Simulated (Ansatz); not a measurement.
# ZrC (WC type): the equilibrium volume

At what volume is ZrC (WC type) free of pressure? This structure was made by substitution into a known type, so it needn't be the compound's stable form.

Program: Ansatz 0.2.0. Level of theory: DFT PBE, scalar-relativistic, plane waves, PAW. These are calculated values, not measurements.

## Step 1: The starting structure

It takes space group P-6m2 (No. 187, hexagonal). The conventional cell has a = 3.069 Å, b = 3.069 Å, c = 2.995 Å, α = 90.00°, β = 90.00°, γ = 120.00°. Zr (site symmetry -6m2) is surrounded by 6 C at 2.32 Å. Around C (site symmetry -6m2) lie 6 Zr at 2.32 Å.

Coordinates:

```
Zr C
1.0
     3.06901    0.00000    0.00000
    -1.53450    2.65784    0.00000
     0.00000    0.00000    2.99520
Zr C
1 1
Direct
  0.00000 0.00000 0.00000
  0.66667 0.33333 0.50000
```

## Step 2: Relaxing cell and atoms

Input file input.yaml:

```yaml
crystal:
  lattice:
    - [3.0690055015, 0.0, 0.0]
    - [-1.5345027508, 2.6578367287, 0.0]
    - [0.0, 0.0, 2.9951973183]
  atoms:
    - { symbol: Zr, position: [0.0, 0.0, 0.0] }
    - { symbol: C, position: [0.6666666667, 0.3333333333, 0.5] }
basis:
  ecutwfc: 420
  ecutrho_ratio: 4
kpoints:
  mp_grid: { grid: [12, 12, 12] }
hamiltonian:
  xc: pbe
scf:
  occupations: { method: gaussian, width: 0.05 }
output:
  forces: true
  stress: true
  eigenvalues: true
relax:
  f_tol: 0.01
  max_steps: 60
  cell: { stress_tol: 0.04 }
```

On the command line:

```
ansatz run input.yaml --threads 4 --pin off --max-ram 9216MiB --backend cpu --events-out ev --progress --plain --runs-dir out
```

What it wrote:

```text
Warning: RAYON_NUM_THREADS=4 ignored (pool sized by the plan → 4); use --threads N
Engine: ansatz 0.2.0, x86_64-unknown-linux-gnu
Pseudopotentials: kind: paw
Pseudopotential: Zr, paw, valence charge 12, recommended cutoff 420 eV (normal), Zr.paw.azcp
Pseudopotential: C, paw, valence charge 4, recommended cutoff 420 eV (normal), C.paw.azcp
Functional definition: PBE
  parameter kappa = 0.804
  parameter beta = 0.06672455060314922
  exchange = pbe_x(kappa = kappa, mu = beta*pi^2/3)
  correlation = pbe_c(beta = beta)
Crystal: 2 atoms, lattice volume = 24.432 Å³
Basis set: ecut = 420 eV, 467 PW (Γ), exchange–correlation on 48×48×48 points (8 copies of the dense FFT grid, shifted against one another)
Bands: 12, of which v1, the nominal top of the filled ones, is band 8 counted from 1 (7 counted from 0)
Symmetry: 12 space group operations
Space group: P-6m2 (ITA 187), of the structure as read, at distance tolerance 2.9e-5 Å
k-points: 133 of 1728 (time reversal used)
Non-local potential: Zr, projectors of the file, l = 0: 3, l = 1: 2, l = 2: 2, l = 3: 2
Non-local potential: C, projectors of the file, l = 0: 2, l = 1: 2, l = 2: 1
PAW form: soft (Blöchl's): semilocal exchange-correlation on the pseudo side does not see the compensation charge
PAW one-centre angular grid: Zr, 590 points (default); XC on 64 Gauss nodes
PAW one-centre angular grid: C, 110 points (default); XC on 64 Gauss nodes
Initial density: superposition of atomic densities (neutral atoms: chi_scale 0, normalization atom), corrected by the library's trained network
Initial wavefunctions: pseudopotential atomic-orbital guess
Functional: x = pbe(κ = 0.804, μ = 0.2195149727645171), c = pbe(β = 0.06672455060314922)
SCF iter   1: F=—  HF=-4434.749597 eV  |F-HF|=—  |Δ(HF+E_count)|=         —  Δρ=9.55e-3  dr2=9.67e-3  ethr=1.77e-3  ⟨swp⟩=5.4  Hψ=8217  notcnv=0
preconditioner: auto → none  [metal: Δε(μ)=0.042 eV  Ē_g=17.945 eV  σ=0.050 eV  W_gap=0.44  n_scr=8 (ndim 8)  ℏωp=28.1 eV  f_vac=0.000  D(μ)=0.32/eV (n_scr^D=0)  sad-step TF]
SCF iter   2: F=—  HF=-4434.750627 eV  |F-HF|=—  |Δ(HF+E_count)|=   1.03e-3  Δρ=5.75e-3  dr2=4.13e-3  ethr=6.04e-5  ⟨swp⟩=1.0  Hψ=2662  notcnv=0
SCF iter   3: F=—  HF=-4434.751588 eV  |F-HF|=—  |Δ(HF+E_count)|=   9.61e-4  Δρ=5.71e-4  dr2=4.93e-5  ethr=2.58e-5  ⟨swp⟩=2.5  Hψ=2267  notcnv=0
SCF iter   4: F=—  HF=-4434.751582 eV  |F-HF|=—  |Δ(HF+E_count)|=   6.55e-6  Δρ=1.36e-4  dr2=1.79e-6  ethr=3.08e-7  ⟨swp⟩=2.0  Hψ=2525  notcnv=0
iter 5 did not close the SCF: its close was put off for the readings that it lacked (scf_convergence_deferred on its scf_iter line)
SCF iter   5: F=-4434.751583 eV  HF=-4434.751583 eV  |F-HF|=5.44e-8  |Δ(HF+E_count)|=   1.24e-6  Δρ=2.79e-5  dr2=9.60e-8  ethr=1.12e-8  ⟨swp⟩=2.5  Hψ=2622  notcnv=0
SCF iter   6: F=-4434.751583 eV  HF=-4434.751583 eV  |F-HF|=8.46e-10  |Δ(HF+E_count)|=   6.73e-8  Δρ=3.56e-6  dr2=2.30e-9  ethr=6.00e-10  ⟨swp⟩=2.7  Hψ=5839  notcnv=0
SCF 1 converged in 6 iterations: F = -4434.751583 eV  dr2 = 2.30e-9
relax step   1: F+E_penalty+E_count = -4434.75158288 eV  Δ(F+E_penalty+E_count) = +0.000e0 eV  max|allowed force component| = 1.272e-16 eV/Å  Δτ_max = 0.0000 Å  P = +22.047 GPa  Ω = 24.432 Å³  (6 SCF iters, dr2 threshold 1.00e-7 eV, accepted)
Crystal: 2 atoms, lattice volume = 26.566 Å³
Basis set: ecut = 420 eV, 525 PW (Γ), exchange–correlation on 48×48×48 points (8 copies of the dense FFT grid, shifted against one another)
Initial density: handed on by an earlier stage of this run
Initial wavefunctions: those handed on with the density
iter 1 solved again at ethr=2.48e-4 eV; its pass at ethr=3.10e-3 eV (dr2=3.97e-2 eV) is discarded
SCF iter   1: F=—  HF=-4435.036430 eV  |F-HF|=—  |Δ(HF+E_count)|=         —  Δρ=1.15e-2  dr2=4.15e-2  ethr=2.48e-4  ⟨swp⟩=1.0  Hψ=11827  notcnv=0
preconditioner: auto → none  [insulator: Δε(μ)=0.067 eV  Ē_g=17.604 eV  σ=0.050 eV  W_gap=0.63  n_scr=8 (ndim 8)  ℏωp=27.0 eV  f_vac=0.000  D(μ)=0.40/eV (n_scr^D=0)  ε∞_Penn≈3.3]
SCF iter   2: F=—  HF=-4435.026785 eV  |F-HF|=—  |Δ(HF+E_count)|=   9.65e-3  Δρ=3.04e-3  dr2=2.27e-3  ethr=2.48e-4  ⟨swp⟩=2.2  Hψ=2526  notcnv=0
SCF iter   3: F=—  HF=-4435.026470 eV  |F-HF|=—  |Δ(HF+E_count)|=   3.15e-4  Δρ=6.26e-4  dr2=3.85e-5  ethr=1.42e-5  ⟨swp⟩=2.0  Hψ=1983  notcnv=0
SCF iter   4: F=—  HF=-4435.026494 eV  |F-HF|=—  |Δ(HF+E_count)|=   2.35e-5  Δρ=7.27e-5  dr2=6.35e-7  ethr=2.40e-7  ⟨swp⟩=2.2  Hψ=2670  notcnv=0
iter 5 did not close the SCF: its close was put off for the readings that it lacked (scf_convergence_deferred on its scf_iter line)
SCF iter   5: F=-4435.026494 eV  HF=-4435.026494 eV  |F-HF|=6.37e-9  |Δ(HF+E_count)|=   4.56e-7  Δρ=1.16e-5  dr2=1.39e-8  ethr=3.97e-9  ⟨swp⟩=2.5  Hψ=2574  notcnv=0
SCF iter   6: F=-4435.026494 eV  HF=-4435.026494 eV  |F-HF|=2.82e-11  |Δ(HF+E_count)|=   8.71e-9  Δρ=1.72e-6  dr2=5.22e-10  ethr=8.66e-11  ⟨swp⟩=1.2  Hψ=4832  notcnv=0
SCF 2 converged in 6 iterations: F = -4435.026494 eV  dr2 = 5.22e-10
relax step   2: F+E_penalty+E_count = -4435.02649398 eV  Δ(F+E_penalty+E_count) = -2.749e-1 eV  max|allowed force component| = 7.401e-17 eV/Å  Δτ_max = 0.0000 Å  P = +3.930 GPa  Ω = 26.566 Å³  energy of the carried Pulay correction = -3.023e-3 eV  (6 SCF iters, dr2 threshold 2.00e-7 eV, accepted)
Crystal: 2 atoms, lattice volume = 27.061 Å³
Basis set: ecut = 420 eV, 549 PW (Γ), exchange–correlation on 48×48×48 points (8 copies of the dense FFT grid, shifted against one another)
iter 1 solved again at ethr=2.04e-5 eV; its pass at ethr=3.10e-3 eV (dr2=3.26e-3 eV) is discarded
SCF iter   1: F=—  HF=-4435.038968 eV  |F-HF|=—  |Δ(HF+E_count)|=         —  Δρ=3.18e-3  dr2=3.42e-3  ethr=2.04e-5  ⟨swp⟩=1.3  Hψ=11382  notcnv=0
preconditioner: auto → none  [metal: Δε(μ)=0.028 eV  Ē_g=7.942 eV  σ=0.050 eV  W_gap=0.30  n_scr=8 (ndim 8)  ℏωp=20.2 eV  f_vac=0.000  D(μ)=0.41/eV (n_scr^D=0)]
SCF iter   2: F=—  HF=-4435.038230 eV  |F-HF|=—  |Δ(HF+E_count)|=   7.38e-4  Δρ=8.00e-4  dr2=1.80e-4  ethr=2.04e-5  ⟨swp⟩=2.2  Hψ=1963  notcnv=0
SCF iter   3: F=—  HF=-4435.038201 eV  |F-HF|=—  |Δ(HF+E_count)|=   2.94e-5  Δρ=1.55e-4  dr2=2.74e-6  ethr=1.13e-6  ⟨swp⟩=2.0  Hψ=1942  notcnv=0
iter 4 did not close the SCF: its close was put off for the readings that it lacked (scf_convergence_deferred on its scf_iter line)
SCF iter   4: F=-4435.038202 eV  HF=-4435.038202 eV  |F-HF|=2.62e-8  |Δ(HF+E_count)|=   1.32e-6  Δρ=1.89e-5  dr2=3.99e-8  ethr=1.71e-8  ⟨swp⟩=2.4  Hψ=2311  notcnv=0
iter 5 did not close the SCF: its close was put off for the readings that it lacked (scf_convergence_deferred on its scf_iter line)
SCF iter   5: F=-4435.038202 eV  HF=-4435.038202 eV  |F-HF|=1.23e-10  |Δ(HF+E_count)|=   3.24e-8  Δρ=1.87e-6  dr2=3.71e-10  ethr=2.49e-10  ⟨swp⟩=2.7  Hψ=2614  notcnv=0
SCF iter   6: F=-4435.038202 eV  HF=-4435.038202 eV  |F-HF|=2.73e-12  |Δ(HF+E_count)|=  2.41e-10  Δρ=2.84e-7  dr2=8.97e-12  ethr=2.32e-12  ⟨swp⟩=1.0  Hψ=4744  notcnv=0
SCF 3 converged in 6 iterations: F = -4435.038202 eV  dr2 = 8.97e-12
relax step   3: F+E_penalty+E_count = -4435.03820217 eV  Δ(F+E_penalty+E_count) = -1.171e-2 eV  max|allowed force component| = 1.665e-16 eV/Å  Δτ_max = 0.0000 Å  P = +0.637 GPa  Ω = 27.061 Å³  energy of the carried Pulay correction = -3.692e-3 eV  (6 SCF iters, dr2 threshold 2.00e-7 eV, accepted)
[... 13 lines left out ...]
relax step   4: F+E_penalty+E_count = -4435.03847895 eV  Δ(F+E_penalty+E_count) = -2.768e-4 eV  max|allowed force component| = 6.476e-17 eV/Å  Δτ_max = 0.0000 Å  P = +0.021 GPa  Ω = 27.160 Å³  energy of the carried Pulay correction = -3.826e-3 eV  (6 SCF iters, dr2 threshold 2.00e-7 eV, accepted)
[... 15 lines left out ...]
relax step   5: F+E_penalty+E_count = -4435.03847454 eV  Δ(F+E_penalty+E_count) = +4.417e-6 eV  max|allowed force component| = 1.203e-16 eV/Å  Δτ_max = 0.0000 Å  P = -0.003 GPa  Ω = 27.165 Å³  energy of the carried Pulay correction = -3.832e-3 eV  (7 SCF iters, dr2 threshold 7.53e-9 eV, accepted)
[... 11 lines left out ...]
relax step   6: F+E_penalty+E_count = -4435.04597294 eV  Δ(F+E_penalty+E_count) = -7.498e-3 eV  max|allowed force component| = 8.327e-17 eV/Å  Δτ_max = 0.0000 Å  P = +0.307 GPa  Ω = 27.165 Å³  stress off target by 4.23e-1 GPa  SCF on the basis re-selected at this cell (its energy is not comparable with the rows above)  (6 SCF iters)
[... 14 lines left out ...]
relax step   7: F+E_penalty+E_count = -4435.04599017 eV  Δ(F+E_penalty+E_count) = -1.723e-5 eV  max|allowed force component| = 1.527e-16 eV/Å  Δτ_max = 0.0000 Å  P = +0.033 GPa  Ω = 27.210 Å³  energy of the carried Pulay correction = -5.724e-5 eV  (6 SCF iters, dr2 threshold 2.00e-7 eV, accepted)
[... 15 lines left out ...]
relax step   8: F+E_penalty+E_count = -4435.04598471 eV  Δ(F+E_penalty+E_count) = +5.456e-6 eV  max|allowed force component| = 1.203e-16 eV/Å  Δτ_max = 0.0000 Å  P = -0.001 GPa  Ω = 27.215 Å³  energy of the carried Pulay correction = -6.319e-5 eV  (7 SCF iters, dr2 threshold 4.36e-9 eV, accepted)
iter 1 solved again at ethr=1.96e-7 eV; its pass at ethr=3.10e-3 eV (dr2=3.14e-5 eV) is discarded
SCF iter   1: F=—  HF=-4435.046030 eV  |F-HF|=—  |Δ(HF+E_count)|=         —  Δρ=7.71e-6  dr2=2.47e-9  ethr=1.96e-7  ⟨swp⟩=3.1  Hψ=12328  notcnv=0
eigensolver tolerance schedule: the retry pair's looser diagonalisation over-reported the residual by 12726.62 of it (diagonalisation noise at 4.16 of the residual, at the tolerance the schedule requests for it); recorded, not acted on — ethr = c·dr2/N_el stays at c = 1.0e-1
SCF iter   2: F=—  HF=-4435.046050 eV  |F-HF|=—  |Δ(HF+E_count)|=   2.01e-5  Δρ=3.65e-6  dr2=5.58e-10  ethr=1.54e-11  ⟨swp⟩=3.3  Hψ=3373  notcnv=0
SCF iter   3: F=—  HF=-4435.046050 eV  |F-HF|=—  |Δ(HF+E_count)|=   1.84e-9  Δρ=8.12e-7  dr2=7.60e-11  ethr=3.49e-12  ⟨swp⟩=2.4  Hψ=2582  notcnv=0
iter 4 did not close the SCF: its close was put off for the readings that it lacked (scf_convergence_deferred on its scf_iter line)
SCF iter   4: F=-4435.046050 eV  HF=-4435.046050 eV  |F-HF|=5.46e-12  |Δ(HF+E_count)|=  4.73e-11  Δρ=3.03e-7  dr2=8.35e-12  ethr=1.00e-12  ⟨swp⟩=1.0  Hψ=1601  notcnv=0
iter 5 did not close the SCF: its close was put off for the readings that it lacked (scf_convergence_deferred on its scf_iter line)
SCF iter   5: F=-4435.046050 eV  HF=-4435.046050 eV  |F-HF|=1.82e-12  |Δ(HF+E_count)|=  9.09e-12  Δρ=4.08e-8  dr2=2.39e-13  ethr=1.00e-12  ⟨swp⟩=1.0  Hψ=1596  notcnv=0
iter 6 did not close the SCF: its close was put off for the readings that it lacked (scf_convergence_deferred on its scf_iter line)
SCF iter   6: F=-4435.046050 eV  HF=-4435.046050 eV  |F-HF|=9.09e-13  |Δ(HF+E_count)|=    0.00e0  Δρ=4.25e-9  dr2=5.84e-15  ethr=1.00e-12  ⟨swp⟩=1.0  Hψ=1596  notcnv=0
iter 7 did not close the SCF: its close was put off for the readings that it lacked (scf_convergence_deferred on its scf_iter line)
SCF iter   7: F=-4435.046050 eV  HF=-4435.046050 eV  |F-HF|=1.82e-12  |Δ(HF+E_count)|=  1.82e-12  Δρ=7.75e-10  dr2=8.32e-17  ethr=1.00e-12  ⟨swp⟩=1.0  Hψ=1596  notcnv=0
SCF iter   8: F=-4435.046050 eV  HF=-4435.046050 eV  |F-HF|=9.09e-13  |Δ(HF+E_count)|=  2.73e-12  Δρ=6.99e-10  dr2=1.62e-16  ethr=1.00e-12  ⟨swp⟩=1.9  Hψ=4066  notcnv=0
SCF 9 converged in 8 iterations: F = -4435.046050 eV  dr2 = 1.62e-16
relax step   9: F+E_penalty+E_count = -4435.04604968 eV  Δ(F+E_penalty+E_count) = -6.497e-5 eV  max|allowed force component| = 7.401e-17 eV/Å  Δτ_max = 0.0000 Å  P = -0.000 GPa  Ω = 27.215 Å³  stress off target by 3.09e-3 GPa  SCF on the basis re-selected at this cell (its energy is not comparable with the rows above)  (8 SCF iters)
basis re-selected at this cell: Δ(F+E_penalty+E_count) = -6.497e-5 eV, ΔP = +0.001 GPa vs the last step (what re-selecting the basis moved, of the pressure what is left beyond the Pulay correction that the steps carried, after the strain that the cell walked since its last selection, with what the two solves' SCF thresholds leave and, on support functions, any second-order correction that the steps lacked; it is no measure of the basis error at this ecutwfc). This SCF's stress stands 3.09e-3 GPa from its target on what of the cell is left free (relax.cell.stress_tol is 4.00e-2 GPa) and its largest allowed force component is 7.40e-17 eV/Å (relax.f_tol is 1.00e-2 eV/Å): within both
SCF converged after 8 iterations
Free energy (F): -4435.046050 eV
Harris-Foulkes:  -4435.046050 eV  (|F-HF|=9.09e-13)
Internal energy: -4435.045400 eV  (E = F + TS)
E sigma→0 (E₀):  -4435.045725 eV
Entropy (-TS):   -0.000650 eV (-0.325 meV/atom)
Fermi energy:    13.988290 eV
--- Per-component energies (eV) ---
  E_band       = -59.998726
  E_kinetic    = 421.583875
  E_local      = -639.250961  (includes V_loc(G=0)·N_el)
  E_nonlocal   = 105.298758
  E_hartree    = 194.918107
  E_xc         = -210.701366
  E_vxc        = -251.813287  (∫ρ·V_xc dr)
  E_paw        = -3052.179161  (= ΣΔE_a)
  E_vpaw       = -85.653354  (= ΣTr[D̂ρ^β])
  E_aug_tail   = 0.000030  (compensation charges beyond the density's cutoff)
  E_ewald      = -1254.714681
  E_smearing   = -0.000650  (= −TS)
  E_closure    = -0.000000  (closes the sum)
  Σ components = -4435.046050   (vs F -4435.046050, Δ=0.00e0)
--- Forces (eV/Å), atoms counted from 1 ---
  atom   1  Zr     0.00000000     0.00000000     0.00000000
  atom   2  C     -0.00000000     0.00000000     0.00000000
  max |Σ_I F_I| component: 1.48e-16 eV/Å
--- Stress (GPa, compression-positive) ---
        0.001536      -0.000000       0.000000
       -0.000000       0.001536       0.000000
        0.000000       0.000000      -0.003087
  P = ⅓ Tr σ = -0.0000 GPa (-0.000 kbar)
--- Band table (eV; the first three rows and the last of 133) ---
  k-point 0: bands = ["-34.2087", "-12.0128", "-12.0128", "-11.6131", "3.0244", "12.4184", "12.4184", "12.7661", "15.6971", "19.1915", "19.2421", "19.2421"]
  k-point 1: bands = ["-34.2001", "-12.0046", "-12.0046", "-11.7013", "3.1646", "12.4882", "12.4882", "12.6937", "15.6912", "18.4799", "18.4799", "19.3408"]
  k-point 2: bands = ["-34.1762", "-11.9821", "-11.9821", "-11.9359", "3.5610", "12.2720", "12.6851", "12.6851", "16.0105", "17.4105", "17.4105", "19.7331"]
  k-point 132: bands = ["-33.9900", "-12.6000", "-12.3683", "-12.3126", "5.0861", "9.5794", "10.9914", "14.2434", "15.5647", "19.9266", "20.0432", "21.7669"]
--- Relaxed structure (7 steps of the walk, 7 accepted, 2 SCFs on fresh bases) ---
  F+E_penalty+E_count = -4435.04604968 eV   max|allowed force component| = 7.401e-17 eV/Å   (the final SCF, on the basis selected at the relaxed cell)
  cell:  # Å, volume = 27.2151 Å³
    - [3.2695327458975063, 3.075377050359693e-11, 0.0]
    - [-1.6347663729753867, 2.8314984164369554, 0.0]
    - [0.0, 0.0, 2.9397343697105702]
  atoms:
    - { symbol: Zr, position: [-3.700743415524894e-17, -4.830820803113714e-34, 0.0] }
    - { symbol: C, position: [0.6666666666666666, 0.33333333333333337, 0.49999999999999994] }
```

Run time: 11 s. Hardware: 4 threads of Intel Xeon Platinum 8488C (Sapphire Rapids), shared host; peak memory 0.46 GiB.

The steps of the relaxation:

| step | energy from step 1 (meV/atom) | largest force component (eV/Å) | pressure (GPa) | volume (Å³/atom) |
| --- | --- | --- | --- | --- |
| 1 | 0.0 | 0.000 | 22.05 | 12.216 |
| 2 | -137.5 | 0.000 | 3.93 | 13.283 |
| 3 | -143.3 | 0.000 | 0.64 | 13.530 |
| 4 | -143.4 | 0.000 | 0.02 | 13.580 |
| 5 | -143.4 | 0.000 | 0.00 | 13.582 |
| 6 | -147.2 | 0.000 | 0.31 | 13.582 |
| 7 | -147.2 | 0.000 | 0.03 | 13.605 |
| 8 | -147.2 | 0.000 | 0.00 | 13.608 |
| 9 | -147.2 | 0.000 | 0.00 | 13.608 |

Step 1 is the start. Step 6 repeats a cell on a basis chosen anew, so the energy can jump there without a move. Step 9 repeats the geometry before it on a plane-wave basis chosen anew for the final cell, which leaves the energy as it was.

This gives: volume 13.608 Å³/atom, pressure 0.00 GPa, no gap.

## Step 3: Relaxing cell and atoms once more, on the mesh of the new cell

input.yaml, as its differences from that of step 2:

```diff
@@ -2,5 +2,5 @@
   lattice:
-    - [3.0690055015, 0.0, 0.0]
-    - [-1.5345027508, 2.6578367287, 0.0]
-    - [0.0, 0.0, 2.9951973183]
+    - [3.2695327459, 0.0, 0.0]
+    - [-1.634766373, 2.8314984164, 0.0]
+    - [0.0, 0.0, 2.9397343697]
   atoms:
@@ -23,3 +23,3 @@
   f_tol: 0.01
-  max_steps: 60
+  max_steps: 30
   cell: { stress_tol: 0.04 }
```

On the command line:

```
ansatz run input.yaml --threads 4 --pin off --max-ram 9216MiB --backend cpu --events-out ev --progress --plain --runs-dir out
```

What it wrote, cut to the lines that bear on the results:

```text
Warning: RAYON_NUM_THREADS=4 ignored (pool sized by the plan → 4); use --threads N
[...]
[... 4 set-up lines as earlier in the session ...]
[...]
Crystal: 2 atoms, lattice volume = 27.215 Å³
Basis set: ecut = 420 eV, 549 PW (Γ), exchange–correlation on 48×48×40 points (8 copies of the dense FFT grid, shifted against one another)
Bands: 12, of which v1, the nominal top of the filled ones, is band 8 counted from 1 (7 counted from 0)
[... 1 set-up line as earlier in the session ...]
Space group: P-6m2 (ITA 187), of the structure as read, at distance tolerance 3.0e-5 Å
k-points: 133 of 1728 (time reversal used)
[...]
  atom   1  Zr    -0.00000000     0.00000000     0.00000000
  atom   2  C     -0.00000000     0.00000000     0.00000000
[...]
--- Stress (GPa, compression-positive) ---
        0.001536       0.000000       0.000000
        0.000000       0.001536       0.000000
        0.000000       0.000000      -0.003087
  P = ⅓ Tr σ = -0.0000 GPa (-0.000 kbar)
--- Band table (eV; the first three rows and the last of 133) ---
  k-point 0: bands = ["-34.2087", "-12.0128", "-12.0128", "-11.6131", "3.0244", "12.4184", "12.4184", "12.7661", "15.6971", "19.1915", "19.2421", "19.2421"]
[...]
--- Relaxed structure (1 steps of the walk, 1 accepted, 1 SCFs on fresh bases) ---
  F+E_penalty+E_count = -4435.04604968 eV   max|allowed force component| = 1.758e-16 eV/Å   (the final SCF, on the basis selected at the relaxed cell)
  cell:  # Å, volume = 27.2151 Å³
    - [3.269532745868539, 2.8867461592626504e-11, 0.0]
    - [-1.6347663729592696, 2.831498416412812, 0.0]
    - [0.0, 0.0, 2.9397343697]
  atoms:
    - { symbol: Zr, position: [-3.700743415524895e-17, 0.0, 0.0] }
    - { symbol: C, position: [0.6666666666666666, 0.33333333333333337, 0.5] }
```

Wall time 2.3 s (4 threads of Intel Xeon Platinum 8488C (Sapphire Rapids), shared host); peak memory 0.46 GiB.

Relaxation path:

| step | energy from step 1 (meV/atom) | largest force component (eV/Å) | pressure (GPa) | volume (Å³/atom) |
| --- | --- | --- | --- | --- |
| 1 | 0.0 | 0.000 | 0.00 | 13.608 |
| 2 | 0.0 | 0.000 | 0.00 | 13.608 |

Step 1 is the start. Step 2 repeats the geometry before it on a plane-wave basis chosen anew for the final cell, which leaves the energy as it was.

Read off: volume 13.608 Å³/atom, pressure 0.00 GPa, no gap.

## Step 4: The cell, before and after

How the cell compares, before and after:

| cell as typed | before | after | change |
| --- | --- | --- | --- |
| a (Å) | 3.069 | 3.270 | +6.5 % |
| b (Å) | 3.069 | 3.270 | +6.5 % |
| c (Å) | 2.995 | 2.940 | -1.9 % |
| volume (Å³/atom) | 12.216 | 13.608 | +11.4 % |
| shortest distance (Å) | 2.320 | 2.392 | +3.1 % |
| space group | P-6m2 | P-6m2 | same |

## Step 5: Results

| quantity | value |
| --- | --- |
| volume | 13.608 Å³/atom |
| pressure | 0.00 GPa |
| conventional cell | a = 3.270 Å, b = 3.270 Å, c = 2.940 Å, α = 90.00°, β = 90.00°, γ = 120.00° |
| gap on the mesh | none (metal) |

**Reading.** Over the 2 runs shown the cell moved from 12.22 to 13.61 Å³/atom, a change of +11.4 %, where the pressure is zero within 0.01 GPa.
